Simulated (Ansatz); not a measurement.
SnSe (P1) at 2 levels of theory

One geometry, relaxed with PBE; plane waves with PAW potentials in Ansatz, scalar-relativistic. No spin polarisation. Gaps are the least over mesh and band path; pressure is positive in compression.

```
Sn Se
1.0
     6.16265    0.00000    0.00000
     3.05001    6.45458    0.00000
     3.05429   -0.04102    6.46899
Sn Se
4 4
Direct
  0.31354 0.77443 0.63429
  0.71893 0.22551 0.36571
  0.08499 0.63382 0.22759
  0.94678 0.36616 0.77234
  0.55224 0.63263 0.23034
  0.41580 0.36743 0.76975
  0.78268 0.77083 0.63546
  0.18504 0.22919 0.36452
```

```csv
level,cutoff (eV),k mesh,gap (eV),pressure (GPa)
PBE,420,6×4×4,1.00,0.0
```

Question: What comes out on the same cell with r2SCAN?

Answer:
```
 level  cutoff (eV)  k mesh  gap (eV)  pressure (GPa)
r2SCAN          500   6×4×4      1.22            -1.1
```

The cell holds layers, chains or molecules and no dispersion correction was added, so their binding is poorly described.

The cell was found from a structure generator's guess, not taken from experiment.
